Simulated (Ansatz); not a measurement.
## LuH2: band structure with PBEsol

The system is LuH2.

```
Lu H
1.0
     0.00000    2.51650    2.51650
     2.51650    0.00000    2.51650
     2.51650    2.51650    0.00000
Lu H
1 2
Direct
  0.00000 0.00000 0.00000
  0.75000 0.75000 0.75000
  0.25000 0.25000 0.25000
```

* Program: Ansatz 0.2.0
* Task: band structure
* Functional: PBEsol
* Potentials or basis: all-electron LAPW, scalar-relativistic
* Cutoff: 234 eV (chosen from the basis error)
* Basis error allowed: 0.002 eV/atom
* k mesh: 7 × 7 × 7
* Occupations: fermi-dirac, width 0.05 eV
* Spin: no spin polarisation

```
Pressure                : -4.1 GPa
Band gap along the path : none (metal or under the smearing width)
```

Levels at the corners of the path, in eV from the Fermi level:
```tsv
point	band 16	band 17	band 18	band 19	band 20	band 21	band 22	band 23
Γ	-4.70	-4.70	-0.28	1.52	1.52	1.52	4.36	4.36
X	-4.72	-4.72	-3.79	-2.18	6.09	6.17	6.17	6.64
W	-4.73	-4.32	-4.32	-0.94	1.83	6.18	6.61	6.61
K	-4.72	-4.62	-4.03	-1.26	3.80	4.13	5.32	7.32
Γ	-4.70	-4.70	-0.28	1.52	1.52	1.52	4.36	4.36
L	-4.71	-4.70	-3.72	1.60	1.60	5.07	5.88	5.88
U	-4.72	-4.62	-4.03	-1.26	3.80	4.13	5.32	7.32
W	-4.73	-4.32	-4.32	-0.94	1.83	6.18	6.61	6.61
```

It took 5.1 s on 2 threads of Arm Neoverse V1 (shared host), peak memory 0.25 GiB.

Caveat: the k mesh is thin for a metal, which can move the energy by tens of meV per atom; spin-orbit coupling is left out, which moves the levels of the heavy elements.
